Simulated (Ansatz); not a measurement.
BaTiO3:

```
Ba Ti O
1.0
     4.00600    0.00000    0.00000
     0.00000    4.00600    0.00000
     0.00000    0.00000    4.00600
Ba Ti O
1 1 3
Direct
  0.50000 0.50000 0.50000
  0.00000 0.00000 0.00000
  0.00000 0.00000 0.50000
  0.00000 0.50000 0.00000
  0.50000 0.00000 0.00000
```

A run of Ansatz 0.2.0 on this cell left the log below. Logs are shortened: lines on timing, memory, paths and dates and some standing lists are left out, and cuts for length are marked.

```text
Warning: RAYON_NUM_THREADS=2 ignored (pool sized by the plan → 2); use --threads N
Engine: ansatz 0.2.0, aarch64-unknown-linux-gnu
Pseudopotentials: kind: paw
Pseudopotential: Ba, paw, valence charge 10, recommended cutoff 420 eV (normal), Ba.paw.azcp
Pseudopotential: Ti, paw, valence charge 12, recommended cutoff 420 eV (normal), Ti.paw.azcp
Pseudopotential: O, paw, valence charge 6, recommended cutoff 420 eV (normal), O.paw.azcp
Functional definition: PBEsol
  exchange = pbesol_x
  correlation = pbesol_c
Crystal: 5 atoms, lattice volume = 64.288 Å³
Basis set: ecut = 420 eV, 1237 PW (Γ), exchange–correlation on 54×54×54 points (8 copies of the dense FFT grid, shifted against one another)
Bands: 25, of which v1, the nominal top of the filled ones, is band 20 counted from 1 (19 counted from 0)
Symmetry: 48 space group operations
Space group: Pm-3m (ITA 221), of the structure as read, at distance tolerance 4.0e-5 Å
k-points: 10 of 125
Non-local potential: Ba, projectors of the file, l = 0: 3, l = 1: 2, l = 2: 2, l = 3: 2
Non-local potential: Ti, projectors of the file, l = 0: 3, l = 1: 2, l = 2: 3, l = 3: 1
Non-local potential: O, projectors of the file, l = 0: 2, l = 1: 2, l = 2: 1
PAW form: soft (Blöchl's): semilocal exchange-correlation on the pseudo side does not see the compensation charge
PAW frozen core: Ba, regenerated for the run's functional, and the local potential with it (the file was generated under x = pbe(κ = 0.804, μ = 0.2195149727645171), c = pbe(β = 0.06672455060314922))
PAW frozen core: Ti, regenerated for the run's functional, and the local potential with it (the file was generated under x = pbe(κ = 0.804, μ = 0.2195149727645171), c = pbe(β = 0.06672455060314922))
PAW frozen core: O, regenerated for the run's functional, and the local potential with it (the file was generated under x = pbe(κ = 0.804, μ = 0.2195149727645171), c = pbe(β = 0.06672455060314922))
PAW one-centre angular grid: Ba, 194 points (default); XC on 64 Gauss nodes
PAW one-centre angular grid: Ti, 590 points (default); XC on 64 Gauss nodes
PAW one-centre angular grid: O, 110 points (default); XC on 64 Gauss nodes
[... 110 lines left out ...]
  E_xc         = -487.693491
  E_vxc        = -545.032455  (∫ρ·V_xc dr)
  E_paw        = -6617.299152  (= ΣΔE_a)
  E_vpaw       = -310.198678  (= ΣTr[D̂ρ^β])
  E_aug_tail   = 0.007435  (compensation charges beyond the density's cutoff)
  E_ewald      = -2868.910028
  E_core_change = 0.396681  (= ΣΔE_core)
  E_smearing   = -0.000000  (= −TS)
  E_closure    = 0.000000  (closes the sum)
  Σ components = -10027.435097   (vs F -10027.435097, Δ=0.00e0)
--- Forces (eV/Å), atoms counted from 1 ---
  atom   1  Ba     0.00000000    -0.00000000     0.00000000
  atom   2  Ti     0.00000000     0.00000000     0.00000000
  atom   3  O     -0.00000000    -0.00000000     0.00000000
  atom   4  O     -0.00000000    -0.00000000     0.00000000
  atom   5  O      0.00000000     0.00000000    -0.00000000
  max |Σ_I F_I| component: 2.92e-29 eV/Å
--- Stress (GPa, compression-positive) ---
        4.995143      -0.000000      -0.000000
       -0.000000       4.995143      -0.000000
       -0.000000      -0.000000       4.995143
  P = ⅓ Tr σ = 4.9951 GPa (49.951 kbar)
--- Band table (eV; the first three rows and the last of 10) ---
  k-point 0: bands = ["-45.1642", "-21.5339", "-21.5339", "-21.5339", "-13.5715", "-5.9746", "-5.3157", "-5.3157", "1.2149", "1.2149", "1.2149", "8.6546", "8.6546", "8.6546", "9.6757", "9.6757", "9.6757", "10.8470", "10.8470", "10.8470", "12.7562", "12.7562", "12.7562", "15.2546", "15.2546"]
  k-point 1: bands = ["-45.1638", "-21.5578", "-21.5329", "-21.5329", "-13.5156", "-6.0462", "-5.3020", "-5.2391", "1.2854", "1.2854", "1.4046", "7.9838", "8.4999", "8.4999", "9.3055", "9.3055", "9.3488", "9.9744", "10.5809", "10.5809", "12.8069", "13.5221", "13.5221", "15.2613", "16.2062"]
  k-point 2: bands = ["-45.1631", "-21.5960", "-21.5313", "-21.5313", "-13.4220", "-6.2778", "-5.2797", "-4.9616", "1.4064", "1.4064", "1.7066", "6.9384", "8.1039", "8.1039", "8.9021", "9.0288", "9.0288", "9.0375", "10.2691", "10.2691", "12.8923", "14.5265", "14.5265", "15.2663", "17.2581"]
  k-point 9: bands = ["-45.1610", "-21.5885", "-21.5881", "-21.5881", "-13.2450", "-5.2127", "-5.0433", "-5.0433", "0.4935", "0.4935", "0.7418", "6.5413", "7.0646", "7.0646", "8.1687", "8.5372", "8.5372", "10.6250", "10.6250", "10.7617", "15.2322", "15.2322", "15.2391", "18.3094", "18.3094"]
--- Relaxed structure (5 steps of the walk, 5 accepted, 2 SCFs on fresh bases) ---
  F+E_penalty+E_count = -10027.43509686 eV   max|allowed force component| = 1.730e-29 eV/Å   (the final SCF, on the basis selected at the relaxed cell)
  cell:  # Å, volume = 60.9527 Å³
    - [3.935479029282819, 2.2469182684517753e-34, -1.0271626370065257e-33]
    - [-8.024708101613482e-34, 3.935479029282819, 1.2839532962581572e-34]
    - [-7.703719777548943e-34, 1.2839532962581572e-34, 3.935479029282819]
  atoms:
    - { symbol: Ba, position: [0.49999999999999994, 0.49999999999999994, 0.49999999999999994] }
    - { symbol: Ti, position: [-1.602537813602193e-35, 7.211420161208424e-36, -1.4022205869018242e-36] }
    - { symbol: O, position: [-4.0063445340035746e-36, -4.807613440805995e-36, 0.49999999999999994] }
    - { symbol: O, position: [5.2386188317807035e-48, 0.49999999999999994, -1.4022205869021673e-36] }
    - { symbol: O, position: [0.49999999999999994, -5.809199574312992e-36, -1.4022205869023651e-36] }
```

Question: What input gives this log?

Answer: Relaxation of cell and atoms with PBEsol, no spin polarisation. The files as run (others can give the same):

input.yaml
```yaml
crystal:
  lattice:
    - [4.006, 0.0, 0.0]
    - [0.0, 4.006, 0.0]
    - [0.0, 0.0, 4.006]
  atoms:
    - { symbol: Ba, position: [0.5, 0.5, 0.5] }
    - { symbol: Ti, position: [0.0, 0.0, 0.0] }
    - { symbol: O, position: [0.0, 0.0, 0.5] }
    - { symbol: O, position: [0.0, 0.5, 0.0] }
    - { symbol: O, position: [0.5, 0.0, 0.0] }
hamiltonian:
  xc: pbesol
  pseudopotentials: { kind: paw }
kpoints:
  mp_grid: { grid: [5, 5, 5] }
scf:
  occupations: { method: fermi_dirac, width: 0.05 }
output:
  forces: true
  stress: true
  eigenvalues: true
relax:
  f_tol: 0.01
  max_steps: 40
  cell: { stress_tol: 0.05, p_target: 5.0 }
```

Potentials or basis: Ansatz PAW.
Launch:
```bash
$ ansatz run input.yaml --threads 2 --pin off --max-ram 5632MiB --backend cpu --events-out ev --progress --plain --runs-dir out
```

Caveat: odd divisions of the mesh miss points on the zone boundary, where band edges often lie, so the gap on the mesh can be too wide; the plane-wave basis is chosen anew once the cell has moved, so the energies of steps on either side of that aren't comparable; the pressure holds a Pulay correction of +0.6 GPa for the finite cutoff; spin-orbit coupling is left out, which moves the levels of the heavy elements; the PAW data sets come from PBE, with cores solved anew for the run's functional, which leaves a small shift of forces and pressure.
